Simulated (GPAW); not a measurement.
# PbSe (Clausthalite): single point with PBE

**What was measured.**

A printed reference work, monograph reports, for a bulk crystal of PbSe at 300 K: band gap 0.28 eV (direct).

The system is PbSe (Clausthalite).

```
CELL_PARAMETERS angstrom
0.00000 3.06065 3.06065
3.06065 0.00000 3.06065
3.06065 3.06065 0.00000
ATOMIC_POSITIONS crystal
Pb 0.00000 0.00000 0.00000
Se 0.50000 0.50000 0.50000
```

```
Program             : GPAW 26.7.0
Task                : single point
Functional          : PBE
Potentials or basis : GPAW PAW data sets (gpaw-data 1.2.1)
Cutoff              : 500 eV
Basis               : pw
k mesh              : 6 × 6 × 6
Occupations         : fermi-dirac, width 0.05 eV
Spin                : no spin polarisation
```

The pressure is 2.0 GPa. The band gap on the k mesh is 0.24 eV, direct.

Levels at points of the mesh, in eV from the valence-band top:
```tsv
k point	band 7	band 8	band 9	band 10	band 11	band 12	band 13	band 14
(0.00, 0.00, 0.00)	-6.27	-1.93	-1.93	-1.93	4.65	4.65	4.65	6.49
(0.50, 0.50, 0.00)	-7.34	-5.03	-3.28	-3.28	3.66	5.55	5.55	5.99
(0.50, 0.50, 0.50)	-8.78	-1.51	-1.51	0.00	0.24	1.64	1.64	8.52
```

Wall time 11 s on 1 thread of Arm Neoverse V1 (shared host), peak memory 0.15 GiB.

A measured gap of PbSe is 0.28 eV (direct; 300 K; a printed reference work, monograph); the calculated 0.24 eV misses it by -0.04 eV. 2 values of this kind are on record (0.15 to 0.28 eV); this one was drawn at random. Spin-orbit coupling on Pb, Se is left out. The value is that of PBE on a finite k mesh, which can miss the band edges, without temperature or zero-point motion. Semilocal functionals fall short of measured gaps as a rule.

Caveat: the cutoff is short for stress and forces, so pressures can be off by a GPa or more; spin-orbit coupling is left out, which as a rule narrows the gap of such compounds by several tenths of an eV.
